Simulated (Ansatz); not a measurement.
**Ni₃Si films: biaxial stress and wafer bow**

Plane-wave DFT in Ansatz, PBE, scalar-relativistic PAW potentials, cutoff 420 eV, no spin-orbit coupling; no spin polarisation. Ni₃Si in space group Pm-3m, strained equally along a and b of the conventional cell, with c and the atoms relaxed within the symmetry (a film with c along the normal). Stress is the in-plane mean, tension positive.

| strain (%) | stress (GPa) | E − E(0) (meV/atom) |
| --- | --- | --- |
| -4.5 | -19.18 | 52.0 |
| -3.0 | -11.55 | 21.4 |
| -1.5 | -5.20 | 5.0 |
| +0.0 | -0.01 | 0.0 |
| +1.5 | 4.27 | 4.4 |
| +3.0 | 7.73 | 16.5 |
| +4.5 | ? | 34.7 |

Q: Fit the stress, get the biaxial modulus and predict the missing row.

A: A parabola through the given rows is σ = 0.07 + 3.219 ε -0.2312 ε² GPa (ε in %), so M = dσ/dε = 322 GPa at zero. It predicts 9.87 GPa at +4.5 %; the run gave 10.27 GPa. The miss is 0.40 GPa, so the fit holds even one step beyond its range. The negative square term means that the film is stiffer in compression than in tension. The energies check it: E/V = Mε² at small strain, and a cubic fit with V = 10.78 Å³/atom gives M = 319 GPa, in agreement.

Q: How much does a 50 nm film at +0.2 % strain bow a 300 mm Si(001) wafer 775 μm thick?

A: The fit, without its small constant, gives σ = 0.63 GPa. Stoney's formula, κ = 6σt_f/(M_s t_s²) with M_s = 180.5 GPa for Si(001) (literature), gives |κ| = 1.74×10⁻³ m⁻¹ and a bow κr²/2 = 19.6 μm at r = 150 mm, with the film side concave (tension pulls the edges up). This assumes a single-crystal or fully textured, unrelaxed film at 0 K.

The cell has no gap in any row, so the stresses hang on mesh and smearing.

Cost: about 9.9 core-minutes for the runs cited, on Arm Neoverse V2 (shared hosts).

Ni₃Si resists in-plane compression more strongly than tension: the energy cost is 52.0 meV/atom at -4.5 % but only 34.7 meV/atom at +4.5 %. This is ordinary bond anharmonicity. Shortening the in-plane contacts raises the steep overlap repulsion between the nearly filled Ni d shells and the Si neighbours, whereas stretching weakens the Ni–Ni and Ni d–Si p bonding more gradually. Relaxation along the normal relieves part of the load in both directions but doesn't remove the asymmetry. Stress still rises up to the largest tension, so the maximum of the biaxial stress curve has not been reached.

At the small strain of the wafer example the response is almost linear, and the bow is set by the modulus and the assumed strain, hardly by the curvature of the fit. The modulus belongs to a film with a cube axis along its normal; a (111) texture would probably be stiffer, as close-packed Ni-rich alloys are usually softest along the cube axes, and would then bow the wafer more at equal strain.
